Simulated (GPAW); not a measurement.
Crystal: La2O3.

```
La O
1.0
     6.37027    0.00000    0.00000
    -3.18514    5.51682    0.00000
     0.00000    0.00000    3.28989
La O
2 3
Direct
  0.66667 0.33333 0.49810
  0.33333 0.66667 0.50190
  0.50461 0.00000 0.00000
  0.00000 0.50461 0.00000
  0.49539 0.49539 0.00000
```

The cell comes from a database or a generator and needn't be the stable form of this composition.

Base run:

| Item | Value |
| --- | --- |
| Program | GPAW 26.7.0 |
| Functional | r2SCAN |
| Potentials or basis | GPAW PAW data sets (gpaw-data 1.2.1) |
| Cutoff | 800 eV |
| Basis | pw |
| k mesh | 3 × 3 × 5 |
| Occupations | fermi-dirac, width 0.05 eV |
| Spin | no spin polarisation |

Its results: band gap on the k mesh 2.20 eV, indirect (least direct gap 2.43 eV); pressure -0.6 GPa; largest force 0.037 eV/Å.

Problem. The run is repeated on the same cell with these changes: cutoff from 800 eV to 650 eV; k mesh from 3 × 3 × 5 to 4 × 4 × 7. What comes out?

Solution. Band gap on the k mesh 2.08 eV, indirect (least direct gap 2.43 eV); pressure -1.7 GPa; largest force 0.043 eV/Å.

Caveats: one-centre terms of the f shell are cut off; the PAW data sets were made with another functional, which shifts forces and pressure a little; spin-orbit coupling is left out, which moves the levels of the heavy elements; the mesh misses the band edges, which the band path finds closer together (some runs); the cutoff is short for stress and forces, so pressures can be off by a GPa or more (some runs); an odd mesh through Γ misses points on the zone boundary, where band edges often lie (some runs).

Not every run made on this cell is shown here.
